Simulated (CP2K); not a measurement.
Input of a CP2K 2026.2 run:

The input ge_vcrelax.inp:

```
&GLOBAL
  PROJECT ge_vcrelax
  RUN_TYPE CELL_OPT
  PRINT_LEVEL LOW
&END GLOBAL
&FORCE_EVAL
  METHOD QS
  STRESS_TENSOR ANALYTICAL
  &DFT
    BASIS_SET_FILE_NAME BASIS_MOLOPT_UZH
    POTENTIAL_FILE_NAME POTENTIAL_UZH
    &MGRID
      CUTOFF 450
      REL_CUTOFF 60
      NGRIDS 5
    &END MGRID
    &QS
      METHOD GPW
      EPS_DEFAULT 1.0E-9
      EXTRAPOLATION USE_PREV_P
    &END QS
    &KPOINTS
      SCHEME MONKHORST-PACK 8 8 8
      GAMMA_CENTERED T
    &END KPOINTS
    &SCF
      SCF_GUESS ATOMIC
      EPS_SCF 1.0E-6
      MAX_SCF 100
      ADDED_MOS 10
      CHOLESKY OFF
      EPS_EIGVAL 1.0E-7
      &DIAGONALIZATION ON
        ALGORITHM STANDARD
      &END DIAGONALIZATION
      &MIXING ON
        METHOD BROYDEN_MIXING
        ALPHA 0.4
        BETA 1.5
        NBUFFER 8
      &END MIXING
      &SMEAR ON
        METHOD FERMI_DIRAC
        ELECTRONIC_TEMPERATURE [K] 580.226
      &END SMEAR
    &END SCF
    &XC
      &XC_FUNCTIONAL
        &GGA_X_PBE_SOL
        &END GGA_X_PBE_SOL
        &GGA_C_PBE_SOL
        &END GGA_C_PBE_SOL
      &END XC_FUNCTIONAL
    &END XC
    &PRINT
      &KPOINTS ON
      &END KPOINTS
      &MULLIKEN ON
        &EACH
          CELL_OPT 0
        &END EACH
        ADD_LAST NUMERIC
      &END MULLIKEN
      &MO ON
        ENERGIES T
        OCCUPATION_NUMBERS T
        &EACH
          QS_SCF 0
          CELL_OPT 0
        &END EACH
        ADD_LAST NUMERIC
      &END MO
    &END PRINT
  &END DFT
  &SUBSYS
    &CELL
      ABC 3.8998406021 3.8998406021 3.8998406021
      ALPHA_BETA_GAMMA 97.3769836459 97.3769836465 138.0052006467
      PERIODIC XYZ
    &END CELL
    &COORD
      SCALED
      Ge  0.5000000000 0.5000000000 0.0000000000
      Ge  0.2500000000 0.7500000000 0.5000000000
    &END COORD
    &KIND Ge
      BASIS_SET DZVP-MOLOPT-PBE-GTH-q4
      POTENTIAL GTH-PBE-q4
    &END KIND
    &PRINT
      &ATOMIC_COORDINATES ON
      &END ATOMIC_COORDINATES
      &CELL ON
      &END CELL
    &END PRINT
  &END SUBSYS
  &PRINT
    &FORCES ON
    &END FORCES
    &STRESS_TENSOR ON
    &END STRESS_TENSOR
  &END PRINT
&END FORCE_EVAL
&MOTION
  &CELL_OPT
    OPTIMIZER BFGS
    MAX_ITER 40
    MAX_FORCE [eV*angstrom^-1] 0.03
    RMS_FORCE [eV*angstrom^-1] 0.03
    MAX_DR 1.0E-2
    RMS_DR 1.0E-2
    EXTERNAL_PRESSURE [bar] 0.0
    PRESSURE_TOLERANCE [bar] 200
    KEEP_SPACE_GROUP T
  &END CELL_OPT
  &PRINT
    &TRAJECTORY ON
    &END TRAJECTORY
    &CELL ON
    &END CELL
    &FORCES ON
    &END FORCES
    &STRESS ON
    &END STRESS
    &RESTART OFF
    &END RESTART
    &RESTART_HISTORY OFF
    &END RESTART_HISTORY
  &END PRINT
&END MOTION
```

Potentials or basis: POTENTIAL_UZH Ge GTH-PBE-q4; DZVP-MOLOPT-PBE-GTH basis.

Launch:

```sh
$ OMP_NUM_THREADS=1 cp2k.psmp -i ge_vcrelax.inp -o ge_vcrelax.out
```

Problem. What does it give for the band gap on the k mesh?

Solution. None (metal or under the smearing width).

Stress tensor (GPa, compression positive):
```
-0.42  0.16 -0.72
 0.16 -0.14 -0.44
-0.72 -0.44  0.49
```

Caveat: more than 0.5 GPa of stress was left at the end, so the final cell isn't listed; the potentials were made for another functional, which shifts forces and pressure; the basis of atomic orbitals isn't converged, which shifts pressures, moduli and gaps.
